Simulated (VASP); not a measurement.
# HgTe (Coloradoite) (F-43m) in VASP: notebook, part 2 of 2

VASP 6.6.1. The steps go on from the part before.

### Step 4. Relaxation of cell and atoms, BEEF-vdW

File INCAR:

```
SYSTEM = HgTe
  ALGO = Normal
  EDIFF = 1E-7
  EDIFFG = -0.01
  ENCUT = 600
  GGA = BF
  IBRION = 2
  ISIF = 3
  ISMEAR = -1
  LASPH = .True.
  LCHARG = .False.
  LREAL = .False.
  LUSE_VDW = .True.
  LWAVE = .False.
  NELM = 100
  NSW = 40
  PREC = Accurate
  SIGMA = 0.05
  ZAB_VDW = -1.8867
```

File KPOINTS:

```
k-points
0
Gamma
  7 7 7
  0 0 0
```

File POSCAR:

```
HgTe
1.0
    0.0000000000      3.2145000000      3.2145000000
    3.2145000000      0.0000000000      3.2145000000
    3.2145000000      3.2145000000      0.0000000000
Hg Te
1 1
Direct
    0.0000000000      0.0000000000      0.0000000000
    0.7500000000      0.7500000000      0.7500000000
```

Potentials or basis: VASP PAW PBE potentials, release 64 (Hg, Te).

The run is started by

```bash
$ cat potpaw_PBE.64/Hg/POTCAR potpaw_PBE.64/Te/POTCAR > POTCAR
$ mpirun -np 1 vasp_std > vasp.out
```

OUTCAR:

```text
SYSTEM = HgTe
   EDIFF = 1E-7
   EDIFFG = -0.01
   ENCUT = 600
   GGA = BF
   IBRION = 2
   ISIF = 3
   ISMEAR = -1
   LASPH = .True.
   LREAL = .False.
   NELM = 100
   NSW = 40
   PREC = Accurate

 ion  position               nearest neighbor table
   1  0.000  0.000  0.000-   2 2.78   2 2.78   2 2.78   2 2.78
   2  0.750  0.750  0.750-   1 2.78   1 2.78   1 2.78   1 2.78

  LATTYP: Found a face centered cubic cell.
 ALAT       =     6.4290000000

  Lattice vectors:

 A1 = (   0.0000000000,   3.2145000000,   3.2145000000)
 A2 = (   3.2145000000,   0.0000000000,   3.2145000000)
 A3 = (   3.2145000000,   3.2145000000,   0.0000000000)

Analysis of symmetry for initial positions (statically):
=====================================================================
 Subroutine PRICEL returns:
 Original cell was already a primitive cell.

 Routine SETGRP: Setting up the symmetry group for a
 face centered cubic supercell.

 Subroutine GETGRP returns: Found 24 space group operations
 (whereof 24 operations were pure point group operations)
 out of a pool of 48 trial point group operations.

The static configuration has the point symmetry T_d .
[... 149 lines left out ...]

 number of electron      18.0000000 magnetization

 Free energy of the ion-electron system (eV)
  ---------------------------------------------------
  ext. energy  EPLUGINS =         0.00000000
  ---------------------------------------------------
  free energy    TOTEN  =         1.33414408 eV

  energy without entropy =        1.33484659  energy(sigma->0) =        1.33449534

------------------------ aborting loop because EDIFF is reached ----------------------------------------

  FORCE on cell =-STRESS in cart. coord.  units (eV):
  Direction    XX          YY          ZZ          XY          YZ          ZX
  --------------------------------------------------------------------------------------
  -------------------------------------------------------------------------------------
  Total        2.5401498      2.5401498      2.5401498      0.0000000      0.0000000     -0.0000000
  in kB       61.2631919     61.2631919     61.2631919      0.0000000      0.0000000     -0.0000000
  external PRESSURE =      61.2631919 kB  Pullay stress =       0.0000000 kB
[... 101 lines left out ...]
--------------------------------------- Ionic step        4  -------------------------------------------

 number of electron      18.0000000 magnetization

 Free energy of the ion-electron system (eV)
  ---------------------------------------------------
  ext. energy  EPLUGINS =         0.00000000
  ---------------------------------------------------
  free energy    TOTEN  =         1.16677531 eV

  energy without entropy =        1.16766664  energy(sigma->0) =        1.16722097

 E-fermi :   1.7587     XC(G=0):  -8.2456

 val. band max:        1.7041922632   @ k =   0.0000   0.0000   0.0000
 cond. band min:       2.3266723184   @ k =   0.1429   0.0000   0.0000
 fundamental gap:      0.6224800552
 Fermi energy:         1.7587346149

 k-point     1 :       0.0000    0.0000    0.0000
  band No.  band energies     occupation
      1      -9.4147      2.00000
      2      -5.1240      2.00000
      3      -5.1240      2.00000
      4      -5.1240      2.00000
      5      -4.7618      2.00000
      6      -4.7618      2.00000
      7       0.7536      2.00000
      8       1.7042      1.49708
      9       1.7042      1.49708
     10       1.7042      1.49708
     11       6.2059      0.00000
     12       6.2059      0.00000
     13       6.2059      0.00000
[... 335 lines left out ...]
  energy  without entropy=        1.1676666370  energy(sigma->0) =        1.16722097

Total vdW correction in eV:      3.4139474

 reached required accuracy - stopping structural energy minimisation
```

OSZICAR:

```text
N       E                     dE             d eps       ncg     rms          rms(c)
DAV:   1     0.120821254813E+03    0.12082E+03   -0.89529E+03   520   0.135E+03
DAV:   2     0.603019944166E+01   -0.11479E+03   -0.10925E+03   555   0.283E+02
DAV:   3     0.126480925375E+01   -0.47654E+01   -0.47390E+01   650   0.596E+01
[... 45 lines left out ...]
DAV:   3     0.116674932484E+01    0.11605E-03   -0.29543E-04   525   0.164E-01    0.930E-02
DAV:   4     0.116677332365E+01    0.23999E-04   -0.36198E-05   560   0.433E-02    0.169E-02
DAV:   5     0.116677528690E+01    0.19632E-05   -0.46058E-06   579   0.248E-02    0.161E-02
DAV:   6     0.116677528373E+01   -0.31716E-08   -0.11291E-06   520   0.106E-02    0.486E-03
DAV:   7     0.116677530732E+01    0.23596E-07   -0.56520E-07   585   0.905E-03
   4 F= 0.11667753E+01 E0= 0.11672210E+01  d E =-.167369E+00
```

It took 4.1 min on 1 thread of Intel Xeon 6975P-C (Granite Rapids), shared host; peak memory 0.47 GiB.

What came out:

- Free energy: 1.1668 eV
- Relaxed volume: 38.35 Å³/atom
- Relaxed cell: a = 4.769 Å, b = 4.769 Å, c = 4.769 Å, α = 60.00°, β = 60.00°, γ = 60.00°
- Space group after relaxing (to 0.05 Å): F-43m (No. 216)
- Energy gained by relaxing: 83.7 meV/atom
- Ionic steps: 4
- Pressure after relaxing: 0.0 GPa
- Band gap on the k mesh: none (metal or under the smearing width)

The path:
| step | energy change (eV) | largest force (eV/Å) | pressure (GPa) | volume (Å³) |
| --- | --- | --- | --- | --- |
| 1 | 0.0000 | 0.0000 | 6.13 | 66.43 |
| 2 | -0.1586 | 0.0000 | -0.97 | 79.41 |
| 3 | -0.1674 | 0.0000 | 0.04 | 76.49 |
| 4 | -0.1674 | 0.0000 | -0.04 | 76.70 |

Final structure:
```
Hg Te
1.0
     0.00000    3.37221    3.37221
     3.37221    0.00000    3.37221
     3.37221    3.37221    0.00000
Hg Te
1 1
Direct
  0.00000 0.00000 0.00000
  0.75000 0.75000 0.75000
```

Caveat: the volume moved by over 15 % at a fixed basis, so the end points are rough; the PAW data sets were made with another functional, which shifts forces and pressure a little; the volume moved by +15 % from the deposited cell, more than functionals usually miss.

### Step 5. Relaxation of cell and atoms, vdW-DF

File INCAR:

```
PREC = Accurate ; ENCUT = 600
EDIFF = 1E-6 ; ISMEAR = -1
SIGMA = 0.05 ; LREAL = False
LASPH = True ; NELM = 100
ALGO = Fast ; ISIF = 3
LWAVE = False ; LCHARG = False
GGA = RE ; LUSE_VDW = True
AGGAC = 0.0 ; IBRION = 2
NSW = 60 ; EDIFFG = -0.02
```

File KPOINTS:

```
regular mesh
0
Gamma
  7 7 7
```

POSCAR is that of step 4.

The run is started by

```bash
$ cat potpaw_PBE.64/Hg/POTCAR potpaw_PBE.64/Te/POTCAR > POTCAR
$ mpirun -np 1 vasp_std > vasp.out
```

Wall time 3 min (1 thread of Intel Xeon 6975P-C (Granite Rapids), shared host); peak memory 0.47 GiB.

Results (log left out):

```
Free energy                            : 1.8998 eV
Relaxed volume                         : 39.24 Å³/atom
Relaxed cell                           : a = 4.806 Å, b = 4.806 Å, c = 4.806 Å, α = 60.00°, β = 60.00°, γ = 60.00°
Space group after relaxing (to 0.05 Å) : F-43m (No. 216)
Energy gained by relaxing              : 118.3 meV/atom
Ionic steps                            : 3
Pressure after relaxing                : 0.0 GPa
Band gap on the k mesh                 : none (metal or under the smearing width)
```

The path:
```
step  energy change (eV)  largest force (eV/Å)  pressure (GPa)  volume (Å³)
   1              0.0000                0.0000            7.39        66.43
   2             -0.2231                0.0000           -1.13        82.28
   3             -0.2366                0.0000            0.04        78.47
```

Final structure:
```cif
data_structure
_symmetry_space_group_name_H-M 'P 1'
_symmetry_Int_Tables_number 1
_cell_length_a 4.8055
_cell_length_b 4.8055
_cell_length_c 4.8055
_cell_angle_alpha 60.000
_cell_angle_beta 60.000
_cell_angle_gamma 60.000
_cell_volume 78.47
loop_
_atom_site_label
_atom_site_type_symbol
_atom_site_fract_x
_atom_site_fract_y
_atom_site_fract_z
_atom_site_occupancy
Hg1 Hg 0.00000 0.00000 0.00000 1
Te1 Te 0.75000 0.75000 0.75000 1
```

Levels at points of the mesh, in eV from the Fermi level:
```
           k point  band 7  band 8  band 9  band 10  band 11  band 12
(0.00, 0.00, 0.00)   -1.15   -0.06   -0.06    -0.06     4.45     4.45
```

Caveat: the volume moved by over 15 % at a fixed basis, so the end points are rough; the PAW data sets were made with another functional, which shifts forces and pressure a little; the volume moved by +18 % from the deposited cell, more than functionals usually miss.

### Step 6. Relaxation of cell and atoms, optB88-vdW

File INCAR:

```
PREC = Accurate
ENCUT = 600
EDIFF = 1E-6
ISMEAR = -1
SIGMA = 0.05
LREAL = False
LASPH = True
NELM = 80
ALGO = Normal
ISIF = 3
LWAVE = False
LCHARG = False
GGA = BO
LUSE_VDW = True
AGGAC = 0.0
PARAM1 = 0.1833333333
PARAM2 = 0.22
IBRION = 2
NSW = 60
EDIFFG = -0.02
```

File KPOINTS:

```
Automatic mesh
0
Gamma
  7 7 7
```

POSCAR is that of step 5.

Potentials or basis: VASP PAW PBE potentials, release 64 (Hg, Te).

The run is started by

```bash
$ cat potpaw_PBE.64/Hg/POTCAR potpaw_PBE.64/Te/POTCAR > POTCAR
$ mpirun -np 1 vasp_std > vasp.out
```

Wall time 2.6 min (1 thread of Intel Xeon 6975P-C (Granite Rapids), shared host); peak memory 0.47 GiB.

It converged, with:

| Item | Value |
| --- | --- |
| Free energy | 1.1207 eV |
| Relaxed volume | 36.54 Å³/atom |
| Relaxed cell | a = 4.693 Å, b = 4.693 Å, c = 4.693 Å, α = 60.00°, β = 60.00°, γ = 60.00° |
| Space group after relaxing (to 0.05 Å) | F-43m (No. 216) |
| Energy gained by relaxing | 42.1 meV/atom |
| Ionic steps | 3 |
| Pressure after relaxing | 0.0 GPa |
| Band gap on the k mesh | none (metal or under the smearing width) |

The path:
```tsv
step	energy change (eV)	largest force (eV/Å)	pressure (GPa)	volume (Å³)
1	0.0000	0.0000	4.45	66.43
2	-0.0744	0.0000	-1.15	75.71
3	-0.0843	0.0000	0.01	73.08
```

Final structure:
```yaml
crystal:
  lattice:
    - [0.00000, 3.31838, 3.31838]
    - [3.31838, 0.00000, 3.31838]
    - [3.31838, 3.31838, 0.00000]
  atoms:
    - { symbol: Hg, position: [0.00000, 0.00000, 0.00000] }
    - { symbol: Te, position: [0.75000, 0.75000, 0.75000] }
```

Levels at points of the mesh, in eV from the Fermi level:
```csv
k point,band 5,band 6,band 7,band 8,band 9,band 10,band 11,band 12,band 13
"(0.00, 0.00, 0.00)",-6.55,-6.55,-1.09,-0.05,-0.05,-0.05,4.30,4.30,4.30
```

Caveat: the PAW data sets were made with another functional, which shifts forces and pressure a little; the volume moved by +10 % from the deposited cell, more than functionals usually miss. Zero-point motion and thermal expansion aren't in these numbers.

### Step 7. For comparison

An earlier run on the cell as given: functional PBE; potentials or basis VASP PAW PBE potentials, release 64 (Hg, Te); cutoff 520 eV; k mesh 7 × 7 × 7; occupations fermi-dirac, width 0.05 eV; no spin polarisation.

- Pressure: 4.6 GPa
- Band gap on the k mesh: none (metal or under the smearing width)

### Step 8. Summary

```csv
task,level,cell,cutoff (eV),gap on the mesh (eV),pressure (GPa),relaxed volume (Å³/atom)
relaxation of cell and atoms,vdW-DF2,relaxed,600,none,0.0,41.05
relaxation of cell and atoms,optB86b-vdW,relaxed,600,none,0.0,35.71
relaxation of cell and atoms,BEEF-vdW,relaxed,600,none,0.0,38.35
relaxation of cell and atoms,vdW-DF,relaxed,600,none,0.0,39.24
relaxation of cell and atoms,optB88-vdW,relaxed,600,none,0.0,36.54
single point,PBE,as given,520,none,4.6,-
```

Alike in all rows: potentials or basis VASP PAW PBE potentials, release 64 (Hg, Te); no spin polarisation; k mesh 7 × 7 × 7; smearing fermi-dirac 0.05 eV.

Caveats: the PAW data sets were made with another functional, which shifts forces and pressure a little (some runs); the volume moved by over 15 % at a fixed basis, so the end points are rough (some runs); the volume moved by +24 % from the deposited cell, more than functionals usually miss (some runs); the volume moved by +15 % from the deposited cell, more than functionals usually miss (some runs); the volume moved by +18 % from the deposited cell, more than functionals usually miss (some runs); the volume moved by +10 % from the deposited cell, more than functionals usually miss (some runs).

Total energies depend on the potentials used, so only differences within one code and one set of settings carry meaning.
